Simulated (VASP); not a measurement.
# AlP (F-43m) in VASP: a series of runs

The runs below take AlP through G0W0 quasiparticle levels, band structure, with PBE, PBE0.

Everything below comes from runs of VASP 6.6.1. Logs are shortened: lines on timing, memory, paths and dates and some standing lists are left out, and cuts for length are marked.

**The experiment to reproduce.**

A printed reference work, data compilation reports, for a bulk crystal of AlP at 4.2 K: band gap 2.505 eV (indirect).

How close the calculation comes is told below.

### 1 The structure

It takes space group F-43m (No. 216, cubic). Conventional cell: a = 5.451 Å, b = 5.451 Å, c = 5.451 Å, α = 90.00°, β = 90.00°, γ = 90.00°. Around P (site symmetry -43m) lie 4 Al at 2.36 Å. Al (site symmetry -43m) has 4 P at 2.36 Å as nearest neighbours.

### 2 G0W0 quasiparticle levels, PBE

POSCAR

```
AlP
1.0
    0.0000000000      2.7255000000      2.7255000000
    2.7255000000      0.0000000000      2.7255000000
    2.7255000000      2.7255000000      0.0000000000
P Al
1 1
Direct
    0.7500000000      0.7500000000      0.7500000000
    0.0000000000      0.0000000000      0.0000000000
```

INCAR.step1

```
SYSTEM = AlP
PREC = Accurate
ENCUT = 450
EDIFF = 1E-8
ISMEAR = 0
SIGMA = 0.01
LREAL = .FALSE.
LASPH = .TRUE.
NELM = 60
ALGO = Fast
LWAVE = .TRUE.
LCHARG = .FALSE.
GGA = PE
```

INCAR.step2

```
SYSTEM = AlP
PREC = Accurate
ENCUT = 450
EDIFF = 1E-8
ISMEAR = 0
SIGMA = 0.01
LREAL = .FALSE.
LASPH = .TRUE.
NELM = 1
ALGO = Exact
LWAVE = .TRUE.
LCHARG = .FALSE.
GGA = PE
NBANDS = 324
LOPTICS = .TRUE.
ISTART = 1
```

INCAR.step3

```
SYSTEM = AlP
PREC = Accurate
ENCUT = 450
EDIFF = 1E-8
ISMEAR = 0
SIGMA = 0.01
LREAL = .FALSE.
LASPH = .TRUE.
ALGO = EVGW0
LWAVE = .FALSE.
LCHARG = .FALSE.
GGA = PE
NELMGW = 1
NBANDS = 324
ENCUTGW = 230
NOMEGA = 50
PRECFOCK = Fast
ISTART = 1
NBANDSGW = 12
```

KPOINTS

```
Automatic mesh
0
G
  4 4 4
  0 0 0
```

Potentials or basis: VASP PAW PBE potentials, release 64 (P_GW, Al_GW).

Started as:

```bash
> cat potpaw_PBE.64/P_GW/POTCAR potpaw_PBE.64/Al_GW/POTCAR > POTCAR
> cp INCAR.step1 INCAR
> mpirun -np 1 vasp_std > vasp.out
> cp INCAR.step2 INCAR
> mpirun -np 1 vasp_std > vasp.out
> cp INCAR.step3 INCAR
> mpirun -np 1 vasp_std > vasp.out
```

OUTCAR:

```text
SYSTEM = AlP
   PREC = Accurate
   ENCUT = 450
   EDIFF = 1E-8
   ISMEAR = 0
   LREAL = .FALSE.
   LASPH = .TRUE.
   GGA = PE
   NELMGW = 1
   ENCUTGW = 230
   PRECFOCK = Fast
   ISTART = 1

 ion  position               nearest neighbor table
   1  0.750  0.750  0.750-   2 2.36   2 2.36   2 2.36   2 2.36
   2  0.000  0.000  0.000-   1 2.36   1 2.36   1 2.36   1 2.36

  LATTYP: Found a face centered cubic cell.
 ALAT       =     5.4510000000

  Lattice vectors:

 A1 = (   0.0000000000,   2.7255000000,   2.7255000000)
 A2 = (   2.7255000000,   0.0000000000,   2.7255000000)
 A3 = (   2.7255000000,   2.7255000000,   0.0000000000)

Analysis of symmetry for initial positions (statically):
=====================================================================
 Subroutine PRICEL returns:
 Original cell was already a primitive cell.

 Routine SETGRP: Setting up the symmetry group for a
 face centered cubic supercell.

 Subroutine GETGRP returns: Found 24 space group operations
 (whereof 24 operations were pure point group operations)
 out of a pool of 48 trial point group operations.

The static configuration has the point symmetry T_d .

Analysis of symmetry for dynamics (positions and initial velocities):
=====================================================================
 Subroutine PRICEL returns:
 Original cell was already a primitive cell.

 Routine SETGRP: Setting up the symmetry group for a
 face centered cubic supercell.

 Subroutine GETGRP returns: Found 24 space group operations
 (whereof 24 operations were pure point group operations)
 out of a pool of 48 trial point group operations.

The dynamic configuration has the point symmetry T_d .

 Subroutine INISYM returns: Found 24 space group operations
 (whereof 24 operations are pure point group operations),
 and found     1 'primitive' translations

----------------------------------------------------------------------------------------

                                     Primitive cell

  volume of cell :      40.4919

  direct lattice vectors                    reciprocal lattice vectors
     0.000000000  2.725500000  2.725500000    -0.183452578  0.183452578  0.183452578
     2.725500000  0.000000000  2.725500000     0.183452578 -0.183452578  0.183452578
     2.725500000  2.725500000  0.000000000     0.183452578  0.183452578 -0.183452578

  length of vectors
     3.854439064  3.854439064  3.854439064     0.317749185  0.317749185  0.317749185

  position of ions in fractional coordinates (direct lattice)
     0.750000000  0.750000000  0.750000000
     0.000000000  0.000000000  0.000000000

  ion indices of the primitive-cell ions
   primitive index   ion index
                 1           1
                 2           2

----------------------------------------------------------------------------------------

 KPOINTS: Automatic mesh

Automatic generation of k-mesh.
 Grid dimensions read from file:
 generate k-points for:    4    4    4

 Generating k-lattice:

  Cartesian coordinates                     Fractional coordinates (reciprocal lattice)
    -0.045863144  0.045863144  0.045863144     0.250000000  0.000000000  0.000000000
     0.045863144 -0.045863144  0.045863144     0.000000000  0.250000000  0.000000000
     0.045863144  0.045863144 -0.045863144     0.000000000  0.000000000  0.250000000

  Length of vectors
     0.079437296  0.079437296  0.079437296

  Shift w.r.t. Gamma in fractional coordinates (k-lattice)
     0.000000000  0.000000000  0.000000000

 Subroutine IBZKPT returns following result:
 ===========================================

 Found      8 irreducible k-points:

 Following reciprocal coordinates:
            Coordinates               Weight
  0.000000  0.000000  0.000000      1.000000
  0.250000  0.000000  0.000000      8.000000
  0.500000  0.000000  0.000000      4.000000
  0.250000  0.250000  0.000000      6.000000
  0.500000  0.250000  0.000000     24.000000
 -0.250000  0.250000  0.000000     12.000000
  0.500000  0.500000  0.000000      3.000000
 -0.250000  0.500000  0.250000      6.000000
   k-points           NKPTS =      8   k-points in BZ     NKDIM =     64   number of bands    NBANDS=    324
   number of dos      NEDOS =    301   number of ions     NIONS =      2
   total plane-waves  NPLWV =  21952
   dimension x,y,z NGX =    28 NGY =   28 NGZ =   28
   dimension x,y,z NGXF=    56 NGYF=   56 NGZF=   56
   ions per type =               1   1
   NGX,Y,Z   is equivalent  to a cutoff of  12.08, 12.08, 12.08 a.u.
   NGXF,Y,Z  is equivalent  to a cutoff of  24.15, 24.15, 24.15 a.u.
 SYSTEM =  AlP
   PREC   = accura    normal or accurate (medium, high low for compatibility)
   ISTART =      1    job   : 0-new  1-cont  2-samecut
   ICHARG =      0    charge: 1-file 2-atom 10-const
   ISPIN  =      1    spin polarized calculation?
   LNONCOLLINEAR =      F non collinear calculations
   LSORBIT =      F    spin-orbit coupling
   LASPH  =      T    aspherical Exc in radial PAW
   ENCUT  =  450.0 eV  33.07 Ry    5.75 a.u.   6.67  6.67  6.67*2*pi/ulx,y,z
   NELM   =     60;   NELMIN=  2; NELMDL=  0     # of ELM steps
   EDIFF  = 0.1E-07   stopping-criterion for ELM
   LREAL  =      F    real-space projection
   EDIFFG = 0.1E-06   stopping-criterion for IOM
   NSW    =      0    number of steps for IOM
   IBRION =     -1    ionic relax: 0-MD 1-quasi-New 2-CG
   NFREE  =      0    steps in history (QN), initial steepest desc. (CG)
   ISIF   =      0    stress and relaxation
   ISYM   =      3    0-nonsym 1-usesym 2-fastsym
   POTIM  = 0.5000    time-step for ionic-motion
   TEBEG  =    0.0;   TEEND  =   0.0 temperature during run
   PSTRESS=    0.0 pullay stress
   NELECT =       8.0000    total number of electrons
   NUPDOWN=      -1.0000    fix difference up-down
   EMIN   =  10.00;   EMAX   =-10.00  energy-range for DOS
   EFERMI =   0.00;   METHOD = LEGACY
   ISMEAR =     0;   SIGMA  =   0.01  broadening in eV -4-tet -1-fermi 0-gaus
   EFERMI_NEDOS =   21; number of points for ismear=-14 and -15
   IALGO  =     38    algorithm
   IMIX   =      4    mixing-type and parameters
     AMIX     =   0.40;   BMIX     =  1.00
     AMIX_MAG =   1.60;   BMIX_MAG =  1.00
  volume/ion in A,a.u.               =      20.25       136.63
  Fermi-wavevector in a.u.,A,eV,Ry     =   0.953488  1.801831 12.369596  0.909140
  Thomas-Fermi vector in A             =   2.082148
   LORBIT       =      0    0 simple, 1 ext, 2 COOP (PROOUT), +10 PAW based schemes
   GGA     = PE    functional components
   LHFCALC =     T    Hartree Fock is set to
   PRECFOCK=fast      Normal, Fast or Accurate (Low or Medium for compatibility)
   ENCUT4O =  -1.0   cutoff for four orbital integrals eV
   NKREDX  =     1    reduce k-point grid by
   NKREDY  =     1    reduce k-point grid by
   NKREDZ  =     1    reduce k-point grid by
   AEXX    =    1.0000 exact exchange contribution
   HFSCREEN=    0.0000 screening length (either q_TF or 0.3 A-1)
   HFSCREENC=   0.0000 screening length for correlation (either q_TF or 0.3 A-1)
   ENCUTFOCK=  -1.0 apply spherical cutoff to Coloumb kernel
   IVDW    =     0    specifies the selected vdW correction
   LEPSILON=     F    determine dielectric tensor
   LRPA    =     F    only Hartree local field effects (RPA)
   LRPAFORCE           =     F    calculate RPA forces
   ENCUTGW             = 230.0    cutoff for response function in eV
   ENCUTGWSOFT         = 184.0    soft cutoff for Coulomb kernel in GW response function in eV
   ENCUTLF             =  -1.0    cutoff for local field effects
   NELMGW              =     1    number of iterations in solving QP/BSE equation
   NELMHF              =     1    number of iterations in the inner HF iteration
   NKREDLFX            =     1    NKREDLFY  =   1   NKREDLFZ  =   1
 non-spin polarized calculation
 Gauss-broadening in eV      SIGMA  =   0.01
  energy-cutoff  :      450.00
  volume of cell :       40.49
 maximum number of plane-waves:       893
 NGX is ok and might be reduce to    28
  NGX = 16; NGY = 16; NGZ = 16
   NGX = 13   NGY = 13   NGZ = 13
 maximum number of plane-waves:       332

 QP shifts <psi_nk| G(iteration)W_0 |psi_nk>: iteration 1
 for sc-GW calculations column KS-energies equals QP-energies in previous step
 and V_xc(KS)=  KS-energies - (<T + V_ion + V_H > + <T+V_H+V_ion>^1  + <V_x>^1)

 k-point   1 :       0.0000    0.0000    0.0000
  band No.  KS-energies  QP-energies   sigma(KS)   V_xc(KS)     V^pw_x(r,r')   Z            occupation Imag(sigma)

      1      -7.5965      -8.3192     -12.1564     -11.0782     -18.4236       0.6703       2.0000       1.1967
      2       3.9452       3.1267     -13.0518     -11.9767     -14.1744       0.7613       2.0000      -0.0097
      3       3.9452       3.1267     -13.0518     -11.9767     -14.1744       0.7613       2.0000      -0.0097
      4       3.9452       3.1267     -13.0518     -11.9767     -14.1744       0.7613       2.0000      -0.0097
      5       7.2815       7.4481      -9.9278     -10.1449      -5.4558       0.7670       0.0000      -0.1347
      6       8.4862       8.7329      -9.3418      -9.6661      -4.8472       0.7608       0.0000      -0.1231
      7       8.4862       8.7329      -9.3418      -9.6661      -4.8472       0.7608       0.0000      -0.1231
      8       8.4862       8.7329      -9.3418      -9.6661      -4.8472       0.7608       0.0000      -0.1231
      9      12.7420      13.0362      -9.5522      -9.9463      -4.1671       0.7464       0.0000      -0.2157
     10      12.7420      13.0362      -9.5522      -9.9463      -4.1671       0.7464       0.0000      -0.2157
     11      14.2550      14.1728      -7.9013      -7.7918      -2.2792       0.7503       0.0000      -0.3606
     12      16.2099      16.1264      -8.1457      -8.0347      -2.0990       0.7519       0.0000      -0.6085

 k-point   2 :       0.2500    0.0000    0.0000
  band No.  KS-energies  QP-energies   sigma(KS)   V_xc(KS)     V^pw_x(r,r')   Z            occupation Imag(sigma)
[... 97 lines left out ...]
      1      -5.1758      -5.8309     -13.1440     -12.2003     -18.5713       0.6942       2.0000       0.7642
      2      -1.0050      -1.8119     -11.6216     -10.4729     -14.6497       0.7025       2.0000       0.1331
      3       0.7441      -0.1355     -11.5977     -10.3937     -13.7235       0.7306       2.0000       0.0340
      4       1.1013       0.2597     -11.4280     -10.2857     -13.3157       0.7367       2.0000       0.0224
      5       8.2561       8.2831      -9.4548      -9.4901      -5.1103       0.7633       0.0000      -0.1227
      6       9.8941      10.1882     -10.2152     -10.6110      -5.2120       0.7432       0.0000      -0.1582
      7      10.0727      10.1883      -9.2209      -9.3736      -4.4945       0.7563       0.0000      -0.1430
      8      10.3167      10.4817      -9.0514      -9.2724      -3.9022       0.7467       0.0000      -0.1841
      9      15.2520      15.3293      -9.9061     -10.0132      -3.3683       0.7218       0.0000      -0.5246
     10      15.8559      16.1659     -10.7553     -11.1775      -4.3037       0.7342       0.0000      -0.5183
     11      17.2875      17.3288      -9.7606      -9.8160      -3.1882       0.7457       0.0000      -0.6973
     12      18.1529      18.4182     -10.3826     -10.7453      -3.6447       0.7314       0.0000      -0.7341
```

Run time: 2.7 min. Hardware: 1 thread of Intel Xeon 6975P-C (Granite Rapids), shared host; peak memory 0.64 GiB.

What came out:

- Band gap on the k mesh, mean-field level: 1.55 eV, indirect (least direct gap 3.34 eV)
- Quasiparticle gap: 2.37 eV
- Least direct quasiparticle gap: 4.32 eV

Caveat: the k mesh is coarse (spacing up to 0.50 Å⁻¹), so the values aren't converged; bands, screening cutoff and mesh are small and nothing is extrapolated, so the quasiparticle values aren't converged. A k mesh can miss the band edges.

[end of part 1 of 2]
